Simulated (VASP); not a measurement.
Input of a VASP 6.6.1 run:

INCAR

```
SYSTEM = MoS2
PREC = Accurate
ENCUT = 520
EDIFF = 1E-6
ISMEAR = 0
SIGMA = 0.05
LREAL = .FALSE.
LASPH = .TRUE.
NELM = 80
ALGO = Fast
ISIF = 2
LWAVE = .FALSE.
LCHARG = .FALSE.
ISPIN = 2
MAGMOM = 1 0 0
LORBIT = 11
LMAXMIX = 4
LDAU = .TRUE.
LDAUTYPE = 2
LDAUL = 2 -1
LDAUU = 3 0
LDAUJ = 0 0
LDAUPRINT = 1
GGA = PS
```

Contents of KPOINTS:

```
regular mesh
0
G
  6 6 4
  0 0 0
```

File POSCAR:

```
MoS2
1.0
    3.1479925200     -1.9297820300      0.0000000000
    3.1479925200      1.9297820300      0.0000000000
   -0.0030992400      0.0000000000      4.4393295900
Mo S
1 2
Direct
    0.0000000000      0.0000000000      0.0000000000
    0.6879000000      0.6879000000      0.2889000000
    0.3121000000      0.3121000000      0.7111000000
```

Potentials or basis: VASP PAW PBE potentials, release 64 (Mo_sv, S).

Run with:

```console
$ cat potpaw_PBE.64/Mo_sv/POTCAR potpaw_PBE.64/S/POTCAR > POTCAR
$ mpirun -np 1 vasp_std > vasp.out
```

Q: Estimate the net moment.

A: 2.12 μB per cell.

Q: Estimate the band gap on the k mesh.

A: None (metal or under the smearing width).

Stress tensor (GPa, compression positive):
```
 -0.20   0.00 -10.18
  0.00  -9.18   0.00
-10.18   0.00  12.71
```

Caveat: the PAW data sets were made with another functional, which shifts forces and pressure a little. The state reached can hang on the start; a lower one may exist.
